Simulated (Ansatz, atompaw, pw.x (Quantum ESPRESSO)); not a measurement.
**pw.x on fcc Mg: one setting changed**

Potential: PAW, atompaw 4.2.0.5, PBE; core [He] 2s2, reference 2p6 3s1 3p1; waves: 3s (bound): rc 2.00 bohr; 3s channel at 2.3 Ry: rc 2.00 bohr; 2p (bound): rc 1.38 bohr; 3p (bound): rc 2.00 bohr; 3d channel at 0.2 Ry: rc 2.00 bohr; local part: troulliermartins scheme with l = 3 at 0 Ry, radius 1.60 bohr; core correction: smooth core density matched at 1.75 bohr; augmentation: sinc compensation charge, radius 1.70 bohr; PAW radius 2.00 bohr; waves and projectors: custom rrkj gramschmidtortho.

The reference run (k-mesh 13³, cutoffs 85/850 Ry, Fermi–Dirac 0.01 Ry, mixing_beta 0.4, conv_thr 1e-9, no spin) gives 0.02 GPa at 23.198 Å³/atom, where all-electron LAPW gives -0.07 GPa. This run, with its own iteration cap, changes degauss to 0.002.

```
&control
  calculation='scf', prefix='x', pseudo_dir='./', outdir='./tmp', tstress=.true., disk_io='none'
/
&system
  ibrav=0, nat=1, ntyp=1, ecutwfc=85, ecutrho=850, nbnd=11,
  occupations='smearing', smearing='fd', degauss=0.002
/
&electrons
  conv_thr=1e-09, mixing_beta=0.4, electron_maxstep=50
/
ATOMIC_SPECIES
Mg 1.0 Mg.UPF
CELL_PARAMETERS angstrom
  0.00000000 2.26363734 2.26363734
  2.26363734 0.00000000 2.26363734
  2.26363734 2.26363734 0.00000000
ATOMIC_POSITIONS crystal
Mg 0.0000 0.0000 0.0000
K_POINTS automatic
13 13 13 0 0 0
```

```bash
pw.x < Mg.scf.in > Mg.scf.out
```

**Question.** How does the run end?

**Answer.** It converges in 6 iterations; the free energy moves by +13.0 meV/atom and the pressure by -0.08 GPa. In a metal, with Fermi–Dirac smearing, F lies below its zero-width value by a term in the square of the width.

```
Message from routine setup:
     using ibrav=0 with symmetry is DISCOURAGED, use correct ibrav instead
     lattice parameter (alat)  =       6.0495  a.u.
     unit-cell volume          =     156.5479 (a.u.)^3
     number of electrons       =         8.00
     number of Kohn-Sham states=           11
     kinetic-energy cutoff     =      85.0000  Ry
     charge density cutoff     =     850.0000  Ry
     scf convergence threshold =      1.0E-09
     Exchange-correlation= SLA PW PBX PBC
     number of k points=    84  Fermi-Dirac smearing, width (Ry)=  0.0020
     iteration #  1     ecut=    85.00 Ry     beta= 0.40
     total energy              =     -95.38977764 Ry
     estimated scf accuracy    <       0.00310648 Ry
     iteration #  2     ecut=    85.00 Ry     beta= 0.40
     total energy              =     -95.38924916 Ry
     estimated scf accuracy    <       0.00072057 Ry
     iteration #  3     ecut=    85.00 Ry     beta= 0.40
     total energy              =     -95.38950726 Ry
     estimated scf accuracy    <       0.00002999 Ry
     iteration #  4     ecut=    85.00 Ry     beta= 0.40
     total energy              =     -95.38950971 Ry
     estimated scf accuracy    <       0.00000009 Ry
     iteration #  5     ecut=    85.00 Ry     beta= 0.40
     total energy              =     -95.38950975 Ry
     estimated scf accuracy    <       0.00000001 Ry
     iteration #  6     ecut=    85.00 Ry     beta= 0.40
     the Fermi energy is     5.5481 ev
!    total energy              =     -95.38950978 Ry
     estimated scf accuracy    <          6.4E-11 Ry
     smearing contrib. (-TS)   =      -0.00008964 Ry
     The total energy is F=E-TS. E is the sum of the following terms:
     one-electron contribution =     -58.15256905 Ry
     hartree contribution      =      17.16311897 Ry
     xc contribution           =      -9.84815117 Ry
     ewald contribution        =     -34.29813752 Ry
     one-center paw contrib.   =     -10.25368136 Ry
     convergence has been achieved in   6 iterations
          total   stress  (Ry/bohr**3)                   (kbar)     P=       -0.60
     Message from routine punch:
     Nothing written, as per user request (disk_io='none')
```

The run took about 24 s on one core of a shared host (Intel(R) Xeon(R) Platinum 8488C, 96 threads, 372 GiB, load 64).
